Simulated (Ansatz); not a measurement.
**Ir: pressure against volume**

One table from this session's results is given with a row withheld; the runs are named, their logs left out.

Computed with Ansatz 0.2.0 (DFT PBE, scalar-relativistic, unless a step's input says otherwise).

## The system as given

Symmetry: Fm-3m, No. 225, cubic system. Conventional cell: a = 3.839 Å, b = 3.839 Å, c = 3.839 Å, α = 90.00°, β = 90.00°, γ = 90.00°. Ir (site symmetry m-3m) has 12 Ir at 2.71 Å as nearest neighbours.

As a file:

```xyz
1
Lattice="0.0000 1.9197 1.9197 1.9197 0.0000 1.9197 1.9197 1.9197 0.0000" Properties=species:S:1:pos:R:3 pbc="T T T"
Ir    0.0000    0.0000    0.0000
```

The cell comes from a crystallographic database entry that wasn't checked; take it as a given geometry, which may be far from equilibrium.

Set-up of the first run:

input.yaml reads:

```yaml
crystal:
  lattice:
    - [0.0, 1.8808448178, 1.8808448178]
    - [1.8808448178, 0.0, 1.8808448178]
    - [1.8808448178, 1.8808448178, 0.0]
  atoms:
    - { symbol: Ir, position: [0.0, 0.0, 0.0] }
kpoints:
  mp_grid: { grid: [15, 15, 15] }
scf:
  occupations: { method: fermi_dirac, width: 0.05 }
hamiltonian:
  xc: pbe
  pseudopotentials: { kind: all_electron, lapw: { basis_error: 0.0005 } }
output:
  forces: true
  stress: true
  eigenvalues: true
```

Steps of the session up to this table: Volume × 0.9405, LAPW; Volume × 0.9405, PAW; Volume × 0.9405, crystal datasets; Volume × 0.98, LAPW; Volume × 0.98, PAW; Volume × 1.02, LAPW; Volume × 1.02, PAW; Volume × 1.06, LAPW; Volume × 1.06, PAW; Volume × 1.06, crystal datasets.

One of the session's tables, all rows but one given; the rest of the session is left out.

| method | volume (Å³/atom) | pressure (GPa) |
| --- | --- | --- |
| LAPW | 13.307 | 36.81 |
| LAPW | 13.866 | ? |
| LAPW | 14.149 | 8.85 |
| LAPW | 14.432 | 1.45 |
| LAPW | 14.998 | -10.95 |
| PAW | 13.307 | 36.94 |
| PAW | 13.866 | 17.26 |
| PAW | 14.149 | 8.92 |
| PAW | 14.432 | 1.50 |
| PAW | 14.998 | -10.92 |
| crystal datasets | 13.307 | 36.81 |
| crystal datasets | 14.149 | 8.85 |
| crystal datasets | 14.998 | -10.95 |

Q: Estimate the row for LAPW, 13.866 from the others.

As computed: pressure (GPa): 17.17. In the column «pressure (GPa)» it lies between PAW, 14.149 (8.92) and PAW, 13.866 (17.26).

Caveats from the session: Spin-orbit coupling is left out, though the cell holds Ir; in elements this heavy it can shift bands and gaps by tenths of an eV. Warnings in the runs' records: gradients without spin orbit, crystal datasets made, band levels unverified.
